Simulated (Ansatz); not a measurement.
# Ir (P-1) in Ansatz: a series of runs, part 2 of 2

Ansatz 0.2.0. The steps go on from the part before.

## (3) Relaxation of cell and atoms, r2SCAN, target pressure 2 GPa, at which the enthalpy is minimised (cell sheared at random, sigma 0.1, atoms nudged by 0.01 Å)

input.yaml

```yaml
crystal:
  lattice:
    - [0.06446927, 1.83735574, 1.75604886]
    - [1.94181314, 0.07743499, 1.74308315]
    - [2.17282487, 2.05540176, -0.15357675]
  atoms:
    - { symbol: Ir, position: [0.0, 0.0, 0.0] }
hamiltonian:
  xc: r2scan
  pseudopotentials: { kind: paw }
kpoints:
  mp_grid: { grid: [12, 13, 11] }
scf:
  occupations: { method: fermi_dirac, width: 0.05 }
output:
  forces: true
  stress: true
  eigenvalues: true
relax:
  f_tol: 0.01
  max_steps: 40
  cell: { stress_tol: 0.05, p_target: 2.0 }
```

Potentials or basis: Ansatz PAW.

Command:

```
> ansatz run input.yaml --threads 2 --pin off --max-ram 5632MiB --backend cpu --events-out ev --progress --plain --runs-dir out
```

Output:

```text
Warning: RAYON_NUM_THREADS=2 ignored (pool sized by the plan → 2); use --threads N
Engine: ansatz 0.2.0, aarch64-unknown-linux-gnu
Pseudopotentials: kind: paw
Pseudopotential: Ir, paw, valence charge 17, recommended cutoff 500 eV (meta_gga), Ir.paw.azcp
Functional definition: r2SCAN
  parameter k0 = 0.174
  parameter k1 = 0.065
  parameter a1 = 4.9479
  exchange = r2scan_x(k0 = k0, k1 = k1, a1 = a1)
  correlation = r2scan_c
Crystal: 1 atoms, lattice volume = 13.988 Å³
Basis set: ecut = 500 eV, 355 PW (Γ), exchange–correlation on 80×80×96 points (64 copies of the dense FFT grid, shifted against one another)
Bands: 13, of which v1, the nominal top of the filled ones, is band 9 counted from 1 (8 counted from 0)
Symmetry: 2 space group operations
Space group: P-1 (ITA 2), of the structure as read, at distance tolerance 2.4e-5 Å
k-points: 859 of 1716
Non-local potential: Ir, projectors of the file, l = 0: 3, l = 1: 2, l = 2: 2, l = 3: 1
PAW form: soft (Blöchl's): semilocal exchange-correlation on the pseudo side does not see the compensation charge
PAW frozen core: Ir, regenerated for the run's functional (the file was generated under x = pbe(κ = 0.804, μ = 0.2195149727645171), c = pbe(β = 0.06672455060314922))
PAW one-centre angular grid: Ir, 590 points (default); XC on 160 Gauss nodes
Initial density: superposition of atomic densities (neutral atoms: chi_scale 0, normalization atom), corrected by the library's trained network
Initial wavefunctions: pseudopotential atomic-orbital guess
Functional: x = r2scan, c = r2scan; τ floored in thin density (d = 2e-4 eV/Å³)
SCF iter   1: F=—  HF=-11948.258562 eV  |F-HF|=—  |Δ(HF+E_count)|=         —  Δρ=1.35e-2  dr2=1.14e-2  dr2_τ=4.52e-2  ethr=1.77e-3  ⟨swp⟩=5.5  Hψ=65807  notcnv=0
[... 101 lines left out ...]
--- Per-component energies (eV) ---
  E_band       = -100.163786
  E_kinetic    = 623.736366
  E_local      = -1064.886204  (includes V_loc(G=0)·N_el)
  E_nonlocal   = 73.938215
  E_hartree    = 409.886564
  E_xc         = -255.577537
  E_vxc        = -333.729725  (∫ρ·V_xc dr)
  E_paw        = -9249.721221  (= ΣΔE_a)
  E_vpaw       = -239.709004  (= ΣTr[D̂ρ^β])
  E_aug_tail   = -0.000015  (compensation charges beyond the density's cutoff)
  E_vtau       = 20.713411  (kinetic-family band-sum trace: ∫τ·v_τ [+ j·A + Jᵃ·Aᵃ] dr)
  E_ewald      = -2485.774869
  E_core_change = -0.316894  (= ΣΔE_core)
  E_smearing   = -0.007901  (= −TS)
  E_closure    = 0.000000  (closes the sum)
  Σ components = -11948.723495   (vs F -11948.723495, Δ=0.00e0)
--- Forces (eV/Å), atoms counted from 1 ---
  atom   1  Ir     0.00000000     0.00000000     0.00000000
  max |Σ_I F_I| component: 0.00e0 eV/Å
--- Stress (GPa, compression-positive) ---
        2.000030       0.000172      -0.000105
        0.000172       1.999424      -0.000641
       -0.000105      -0.000641       2.000560
  P = ⅓ Tr σ = 2.0000 GPa (20.000 kbar)
--- Band table (eV; the first three rows and the last of 859) ---
  k-point 0: bands = ["-69.3308", "-25.1656", "-25.1583", "-25.1523", "14.0937", "21.5751", "21.6079", "21.6294", "24.3150", "24.3339", "39.8677", "45.5963", "45.6797"]
  k-point 1: bands = ["-69.3249", "-25.2262", "-25.1750", "-25.1639", "14.4744", "21.3870", "21.7574", "21.7830", "24.2226", "24.2402", "40.5095", "44.1592", "46.3014"]
  k-point 2: bands = ["-69.3090", "-25.4114", "-25.2007", "-25.1889", "15.4917", "21.0394", "22.0251", "22.0570", "24.1941", "24.2067", "41.5390", "42.1836", "48.0635"]
  k-point 858: bands = ["-69.2307", "-25.9365", "-25.4978", "-25.4719", "17.6382", "18.2090", "25.0489", "26.0471", "27.0824", "29.4612", "35.7050", "37.9520", "38.7144"]
--- Relaxed structure (7 steps of the walk, 7 accepted, 2 SCFs on fresh bases) ---
  F+E_penalty+E_count = -11948.72349508 eV   max|allowed force component| = 0.000e0 eV/Å   (the final SCF, on the basis selected at the relaxed cell)
  cell:  # Å, volume = 14.1316 Å³
    - [0.0016328089926439804, 1.9192943253255728, 1.918023388017879]
    - [1.9183651029702864, 0.0035080865205060624, 1.9162019188456454]
    - [1.9231652834371706, 1.9223394844227883, -0.001196779901552092]
  atoms:
    - { symbol: Ir, position: [0.0, 0.0, 0.0] }
```

Wall time 77 s (2 threads of Arm Neoverse V2, shared host); peak memory 0.52 GiB.

What came out:

```
Free energy                                            : -11948.7235 eV
Relaxed volume                                         : 14.13 Å³/atom
Relaxed cell                                           : a = 2.713 Å, b = 2.711 Å, c = 2.719 Å, α = 59.93°, β = 59.99°, γ = 59.94°
Space group after relaxing (to 0.05 Å)                 : Fm-3m (No. 225)
Energy change on relaxing (the enthalpy is what falls) : -435.9 meV/atom
Ionic steps                                            : 9
Pressure after relaxing                                : 2.0 GPa
Band gap on the k mesh                                 : none (metal or under the smearing width)
```

The path:
| step | energy change (eV) | largest force (eV/Å) | volume (Å³) |
| --- | --- | --- | --- |
| 1 | 0.0000 | 0.0000 | 13.99 |
| 2 | -0.3042 | 0.0000 | 14.54 |
| 3 | -0.4186 | 0.0000 | 14.21 |
| 4 | -0.4251 | 0.0000 | 14.04 |
| 5 | -0.4352 | 0.0000 | 14.13 |
| 6 | -0.4352 | 0.0000 | 14.13 |
| 7 | -0.4359 | 0.0000 | 14.13 |
| 8 | -0.4359 | 0.0000 | 14.13 |
| 9 | -0.4359 | 0.0000 | 14.13 |

Final structure:
```
Ir
1.0
     0.00163    1.91929    1.91802
     1.91837    0.00351    1.91620
     1.92317    1.92234   -0.00120
Ir
1
Cartesian
  0.0000 0.0000 0.0000
```

Levels at points of the mesh, in eV from the Fermi level:
```tsv
k point	band 4	band 5	band 6	band 7	band 8	band 9	band 10	band 11	band 12	band 13
(0.00, 0.00, 0.00)	-50.76	-11.51	-4.03	-4.00	-3.97	-1.29	-1.27	14.26	19.99	20.08
(-0.50, 0.00, 0.00)	-50.88	-8.41	-4.19	-4.12	-0.67	0.95	0.97	7.74	14.01	20.00
```

Caveat: the plane-wave basis is chosen anew once the cell has moved, so the energies of steps on either side of that aren't comparable; the PAW data sets come from PBE, with cores solved anew for the run's functional, which leaves a small shift of forces and pressure.

## (4) Relaxation of cell and atoms, r2SCAN, target pressure 5 GPa, at which the enthalpy is minimised (cell sheared at random, sigma 0.1, atoms nudged by 0.01 Å)

input.yaml, as its differences from that of step 3:

```diff
@@ -21,2 +21,2 @@
   max_steps: 40
-  cell: { stress_tol: 0.05, p_target: 2.0 }
+  cell: { stress_tol: 0.05, p_target: 5.0 }
```

Command:

```
> ansatz run input.yaml --threads 2 --pin off --max-ram 5632MiB --backend cpu --events-out ev --progress --plain --runs-dir out
```

Wall time 78 s (2 threads of Arm Neoverse V2, shared host); peak memory 0.52 GiB.

It converged, with:

| Quantity | Value |
| --- | --- |
| Free energy | -11948.7212 eV |
| Relaxed volume | 14.02 Å³/atom |
| Relaxed cell | a = 2.707 Å, b = 2.705 Å, c = 2.712 Å, α = 59.93°, β = 59.99°, γ = 59.94° |
| Space group after relaxing (to 0.05 Å) | Fm-3m (No. 225) |
| Energy change on relaxing (the enthalpy is what falls) | -433.6 meV/atom |
| Ionic steps | 9 |
| Pressure after relaxing | 5.0 GPa |
| Band gap on the k mesh | none (metal or under the smearing width) |

The path:
```csv
step,energy change (eV),largest force (eV/Å),volume (Å³)
1,0.0000,0.0000,13.99
2,-0.3117,0.0000,14.40
3,-0.4177,0.0000,14.06
4,-0.4238,0.0000,13.95
5,-0.4329,0.0000,14.02
6,-0.4330,0.0000,14.02
7,-0.4336,0.0000,14.02
8,-0.4336,0.0000,14.02
9,-0.4336,0.0000,14.02
```

Final structure:
```cif
data_structure
_symmetry_space_group_name_H-M 'P 1'
_symmetry_Int_Tables_number 1
_cell_length_a 2.7065
_cell_length_b 2.7046
_cell_length_c 2.7122
_cell_angle_alpha 59.935
_cell_angle_beta 59.989
_cell_angle_gamma 59.942
_cell_volume 14.02
loop_
_atom_site_label
_atom_site_type_symbol
_atom_site_fract_x
_atom_site_fract_y
_atom_site_fract_z
_atom_site_occupancy
Ir1 Ir 0.00000 0.00000 0.00000 1
```

Levels at points of the mesh, in eV from the Fermi level:
```
            k point  band 6  band 7  band 8  band 9  band 10  band 11
 (0.00, 0.00, 0.00)   -4.08   -4.04   -4.02   -1.30    -1.28    14.24
(-0.50, 0.00, 0.00)   -4.24   -4.17   -0.69    0.96     0.98     7.82
```

Caveat: the plane-wave basis is chosen anew once the cell has moved, so the energies of steps on either side of that aren't comparable; the PAW data sets come from PBE, with cores solved anew for the run's functional, which leaves a small shift of forces and pressure. Spin-orbit coupling is left out, which matters for the levels of Ir.

## (5) Relaxation of cell and atoms, r2SCAN, target pressure 10 GPa, at which the enthalpy is minimised (cell sheared at random, sigma 0.1, atoms nudged by 0.01 Å)

input.yaml, as its differences from that of step 4:

```diff
@@ -21,2 +21,2 @@
   max_steps: 40
-  cell: { stress_tol: 0.05, p_target: 5.0 }
+  cell: { stress_tol: 0.05, p_target: 10.0 }
```

Command:

```
> ansatz run input.yaml --threads 2 --pin off --max-ram 5632MiB --backend cpu --events-out ev --progress --plain --runs-dir out
```

Run time: 78 s. Hardware: 2 threads of Arm Neoverse V2, shared host; peak memory 0.52 GiB.

It converged, with:

```yaml
Free_energy: -11948.7133 eV
Relaxed_volume: 13.86 Å³/atom
Relaxed_cell: a = 2.696 Å, b = 2.694 Å, c = 2.701 Å, α = 59.94°, β = 59.99°, γ = 59.94°
Space_group_after_relaxing_to_0.05_Å: Fm-3m (No. 225)
Energy_change_on_relaxing_the_enthalpy_is_what_falls: -425.7 meV/atom
Ionic_steps: 9
Pressure_after_relaxing: 10.0 GPa
Band_gap_on_the_k_mesh: none (metal or under the smearing width)
```

The path:
```csv
step,energy change (eV),largest force (eV/Å),volume (Å³)
1,0.0000,0.0000,13.99
2,-0.2922,0.0000,14.19
3,-0.4004,0.0000,13.86
4,-0.4051,0.0000,13.76
5,-0.4250,0.0000,13.85
6,-0.4253,0.0000,13.86
7,-0.4257,0.0000,13.86
8,-0.4257,0.0000,13.86
9,-0.4257,0.0000,13.86
```

Final structure:
```
CELL_PARAMETERS angstrom
0.00156 1.90672 1.90551
1.90586 0.00340 1.90371
1.91054 1.90967 -0.00119
ATOMIC_POSITIONS crystal
Ir 0.00000 0.00000 0.00000
```

Levels at points of the mesh, in eV from the Fermi level:
| k point | band 6 | band 7 | band 8 | band 9 | band 10 | band 11 |
| --- | --- | --- | --- | --- | --- | --- |
| (0.00, 0.00, 0.00) | -4.15 | -4.12 | -4.10 | -1.32 | -1.30 | 14.20 |
| (-0.50, 0.00, 0.00) | -4.32 | -4.25 | -0.72 | 0.98 | 1.01 | 7.95 |

Caveat: the plane-wave basis is chosen anew once the cell has moved, so the energies of steps on either side of that aren't comparable; the PAW data sets come from PBE, with cores solved anew for the run's functional, which leaves a small shift of forces and pressure. Spin-orbit coupling is left out, which matters for the levels of Ir.

## (6) The runs side by side

```csv
cell,target pressure (GPa),gap on the mesh (eV),pressure (GPa)
"relaxed from: cell sheared at random, sigma 0.1, atoms nudged by 0.01 Å",0,none,0.0
"relaxed to 2 GPa from: cell sheared at random, sigma 0.1, atoms nudged by 0.01 Å",2,none,2.0
"relaxed to 5 GPa from: cell sheared at random, sigma 0.1, atoms nudged by 0.01 Å",5,none,5.0
"relaxed to 10 GPa from: cell sheared at random, sigma 0.1, atoms nudged by 0.01 Å",10,none,10.0
```

Alike in all rows: task relaxation of cell and atoms; level r2SCAN; potentials or basis Ansatz PAW; no spin polarisation; k mesh 12 × 13 × 11; cutoff (eV) 500; smearing fermi-dirac 0.05 eV.

Caveats: the plane-wave basis is chosen anew once the cell has moved, so the energies of steps on either side of that aren't comparable; the PAW data sets come from PBE, with cores solved anew for the run's functional, which leaves a small shift of forces and pressure.

Total energies depend on the potentials used, so only differences within one code and one set of settings carry meaning.
